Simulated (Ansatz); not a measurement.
Input and command of a calculation in Ansatz (plane waves; scalar-relativistic PAW potentials unless the input names others):

```yaml
crystal:
  lattice:
    - [10.5096001674, 0.0, 0.0]
    - [0.0, 3.5989944087, 0.0]
    - [0.0, 0.0, 4.3934707688]
  atoms:
    - { symbol: Ge, position: [0.1235981785, 0.25, 0.1288459727] }
    - { symbol: Ge, position: [0.3764018215, 0.75, 0.6288459727] }
    - { symbol: Ge, position: [0.6235981785, 0.25, 0.3711540273] }
    - { symbol: Ge, position: [0.8764018215, 0.75, 0.8711540273] }
    - { symbol: S, position: [0.848036129, 0.25, 0.5098856789] }
    - { symbol: S, position: [0.651963871, 0.75, 0.0098856789] }
    - { symbol: S, position: [0.348036129, 0.25, 0.9901143211] }
    - { symbol: S, position: [0.151963871, 0.75, 0.4901143211] }
basis:
  ecutwfc: 500
kpoints:
  mp_grid: { grid: [4, 8, 6] }
hamiltonian:
  xc: r2scan
scf:
  occupations: { method: gaussian, width: 0.02 }
  algorithm: direct_min
output:
  forces: true
  eigenvalues: true
  stress: true
```

```bash
ansatz run input.yaml --threads 2 --pin off --max-ram 5120MiB --backend cpu --events-out ev --progress --plain --runs-dir out
```

Abridged log:
```
Basis set: ecut = 500 eV, 4247 PW (Γ), exchange–correlation on 320×108×144 points (64 copies of the dense FFT grid, shifted against one another)
Bands: 48, of which v1, the nominal top of the filled ones, is band 40 counted from 1 (39 counted from 0)
Symmetry: 8 space group operations
k-points: 60 of 192
SCF iter   1: F=—  HF=-20836.857639 eV  |F-HF|=—  |Δ(HF+E_count)|=         —  Δρ=6.91e-3  dr2=8.30e-2  dr2_τ=2.40e-2  ethr=1.77e-3  ⟨swp⟩=6.2  Hψ=11597  notcnv=0
SCF iter   2: F=—  HF=-20836.925314 eV  |F-HF|=—  |Δ(HF+E_count)|=   6.77e-2  Δρ=4.14e-3  dr2=3.22e-2  dr2_τ=7.67e-4  ethr=1.04e-4  ⟨swp⟩=4.4  Hψ=9944  notcnv=0  defer=7
SCF iter   3: F=—  HF=-20836.903848 eV  |F-HF|=—  |Δ(HF+E_count)|=   2.15e-2  Δρ=1.25e-3  dr2=5.96e-3  dr2_τ=1.25e-4  ethr=4.03e-5  ⟨swp⟩=4.2  Hψ=6849  notcnv=0  defer=98
SCF iter   4: F=—  HF=-20836.902236 eV  |F-HF|=—  |Δ(HF+E_count)|=   1.61e-3  Δρ=1.68e-4  dr2=7.48e-5  dr2_τ=1.81e-6  ethr=6.55e-8  ⟨swp⟩=4.1  Hψ=14114  notcnv=0  defer=2
SCF iter   5: F=—  HF=-20836.902210 eV  |F-HF|=—  |Δ(HF+E_count)|=   2.52e-5  Δρ=2.17e-5  dr2=9.76e-7  dr2_τ=5.07e-8  ethr=4.40e-8  ⟨swp⟩=3.0  Hψ=6254  notcnv=0
SCF iter   6: F=—  HF=-20836.902210 eV  |F-HF|=—  |Δ(HF+E_count)|=   2.30e-7  Δρ=5.67e-6  dr2=4.07e-8  dr2_τ=1.46e-9  ethr=5.73e-10  ⟨swp⟩=4.0  Hψ=8929  notcnv=0
SCF iter   7: F=-20836.902210 eV  HF=-20836.902210 eV  |F-HF|=3.65e-9  |Δ(HF+E_count)|=   3.09e-8  Δρ=1.21e-6  dr2=3.51e-9  dr2_τ=6.76e-11  ethr=2.39e-11  ⟨swp⟩=4.0  Hψ=7917  notcnv=0
SCF 1 converged in 7 iterations: F = -20836.902210 eV  dr2 = 3.51e-9
  Residual-converged pass: ⟨swp⟩=2.7  Hψ=5173  notcnv=0  max |occ|·‖R‖ = 6.6e-6 eV (tolerance 6.7e-6 eV) dr2=3.60e-9  dr2_τ=7.32e-11  dr2_onsite=1.01e-9  max |Δocc| = 0.0e0
SCF converged after 7 iterations
Stability not checked: this state was not tested for a lower state beside it, because a direct minimisation reached the state, and no test of it is asked (direct_minimisation; see scf.lower_state_search)
Free energy (F): -20836.902210 eV
Harris-Foulkes:  -20836.902210 eV  (|F-HF|=3.65e-9)
Internal energy: -20836.902210 eV  (E = F + TS)
E sigma→0 (E₀):  -20836.902210 eV
Fermi energy:    8.052772 eV
--- Forces (eV/Å), atoms counted from 1 ---
  atom   1  Ge     0.00333868     0.00000000    -0.00307564
  atom   2  Ge    -0.00333868     0.00000000    -0.00307564
  atom   3  Ge     0.00333868     0.00000000     0.00307564
  atom   4  Ge    -0.00333868     0.00000000     0.00307564
  atom   5  S     -0.00550148     0.00000000    -0.00364313
  atom   6  S      0.00550148     0.00000000    -0.00364313
  atom   7  S     -0.00550148     0.00000000     0.00364313
  atom   8  S      0.00550148     0.00000000     0.00364313
--- Stress (GPa, compression-positive) ---
        1.420430       0.000000       0.000000
        0.000000       1.490528       0.000000
        0.000000       0.000000       1.504070
  P = ⅓ Tr σ = 1.4717 GPa (14.717 kbar)
```

Apart from outputs, empty bands and the relaxation, which only the reference makes, the input differs from a reference run on usual settings in scf.algorithm: not typed → "direct_min". The reference, at the same geometry, ended its own course with pressure 1.47 GPa, largest force 0.007 eV/Å, gap on the mesh 1.28 eV. This run converged in 7 SCF iterations with an energy at zero smearing within 0.01 meV/atom of the reference's, pressure 1.47 GPa, largest force 0.007 eV/Å, gap on the mesh 1.28 eV.

It took 2.3 min on 2 threads of Arm Neoverse V1, on a shared host, peak memory 1.7 GiB.